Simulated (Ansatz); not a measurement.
# Two Ansatz runs on CaSe

The cell is COD entry 1010880, as deposited and not checked against the literature; nothing was relaxed. It is an old determination, and later ones may differ. The listed cell was then made from it by scaling, straining or moving an atom.

First run: DFT, PBE, all-electron PAW with datasets made for the crystal, scalar-relativistic (Ansatz 0.2.0).

Command: `ansatz run input.yaml --threads 1 --pin off --max-ram 2048MiB --backend cpu --events-out ev --progress --plain --runs-dir out` The run took 5.6 s on 1 thread of Arm Neoverse V1, with other jobs on the host, peak memory 0.36 GiB.

```yaml
crystal:
  lattice:
    - [-0.05912, 2.92644, 2.92644]
    - [2.92644, -0.05912, 2.92644]
    - [2.92644, 2.92644, -0.05912]
  atoms:
    - { symbol: Ca, position: [0.0, 0.0, 0.0] }
    - { symbol: Se, position: [0.5, 0.5, 0.5] }
kpoints:
  mp_grid: { grid: [7, 7, 7] }
scf:
  occupations: { method: fermi_dirac, width: 0.02 }
hamiltonian:
  xc: pbe
  pseudopotentials: { kind: all_electron, datasets: crystal }
output:
  forces: true
  stress: true
  eigenvalues: true
  efg: { contact_densities: true }
```

Result: converged; pressure 1.17 GPa; gap on the k mesh 1.98 eV (the mesh can miss the band edges); 8 SCF iterations.

The input is then changed:

```diff
@@ -5,8 +5,8 @@
     - [2.92644, 2.92644, -0.05912]
   atoms:
-    - { symbol: Ca, position: [0.0, 0.0, 0.0] }
-    - { symbol: Se, position: [0.5, 0.5, 0.5] }
+    - { symbol: Ca, position: [0.0, 0.0, 0.0], spin: 0.2 }
+    - { symbol: Se, position: [0.5, 0.5, 0.5], spin: 0.2 }
 kpoints:
-  mp_grid: { grid: [7, 7, 7] }
+  mp_grid: { grid: [10, 10, 10] }
 scf:
   occupations: { method: fermi_dirac, width: 0.02 }
@@ -19,3 +19,5 @@
   eigenvalues: true
   efg: { contact_densities: true }
+magnetization:
+  spin_polarized: true
```

Q: Predict the outcome of the changed run.

A: It converged; pressure 1.17 GPa; moment 0.00 μB; 7 SCF iterations.
